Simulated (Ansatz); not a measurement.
BaF₂:
```xyz
3
Lattice="0.0000 3.0976 3.0976 3.0976 0.0000 3.0976 3.0976 3.0976 0.0000" Properties=species:S:1:pos:R:3 pbc="T T T"
Ba     0.0000     0.0000     0.0000
F      1.5488     1.5488     1.5488
F      4.6464     4.6464     4.6464
```

Relaxed with r²SCAN. Special points in fractions of this cell's reciprocal vectors: Γ (0.000, 0.000, 0.000); X (0.500, 0.000, 0.500); U (0.625, 0.250, 0.625); K (0.375, 0.375, 0.750); L (0.500, 0.500, 0.500); W (0.500, 0.250, 0.750).

Q: List the band energies nearest the valence-band maximum at these points for DFT-r²SCAN in the program Ansatz with PAW potentials.

A: In eV from the valence-band maximum; about four levels below and three above (degenerate sets whole), none deeper than 8.9 eV; points with the same levels are listed once.

| k | below | above |
|---|---|---|
| Γ | -1.47 -1.47 -1.47 -0.10 -0.10 -0.10 | 7.41 9.99 9.99 |
| X | -0.36 -0.36 -0.32 -0.32 -0.17 | 7.76 9.92 11.48 |
| U | -0.52 -0.34 -0.23 -0.17 | 8.02 10.28 10.66 |
| L | -0.64 -0.36 -0.18 -0.18 | 9.93 9.93 9.93 |
| W | -0.35 -0.35 -0.31 -0.23 | 8.03 10.53 10.80 10.80 |

Space group Fm-3m (fluorite). Symmetry was held in the r²SCAN relaxation. Spin–orbit coupling is left out wherever it is not named.

Potentials: the earlier of the program's two PAW sets. The files were generated under PBE; for other functionals the program regenerates the frozen cores, and for LDA and PBEsol the local potential too.
